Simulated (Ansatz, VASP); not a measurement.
**Si: VASP beside Ansatz**

```
Si
1.0
     2.60136    0.00000    0.00000
    -1.30068    2.25284    0.00000
     0.00000    0.00000    4.28653
Si
2
Direct
  0.33333 0.66667 0.25000
  0.66667 0.33333 0.75000
```

Alike in both runs: functional PBEsol; k mesh 17 × 17 × 9; occupations fermi-dirac, width 0.08 eV; no spin polarisation.

Ansatz relaxed the structure, and its values are those at the end. VASP's run is a single point on that final structure, the one shown.

```csv
,VASP,Ansatz
version,VASP 6.6.1,Ansatz 0.2.0
potentials or method,"VASP PAW PBE potentials, release 64 (Si)","PAW with Ansatz's default frozen-core files, scalar-relativistic"
plane-wave cutoff (eV),520,420
valence electrons in the cell,8,8
```

Ansatz gave:

* pressure (GPa): 12.7

Task: Estimate VASP's values.

Result: Pressure (GPa): 12.9.

Caveats: the PAW data sets were made with another functional, which shifts forces and pressure a little (VASP).
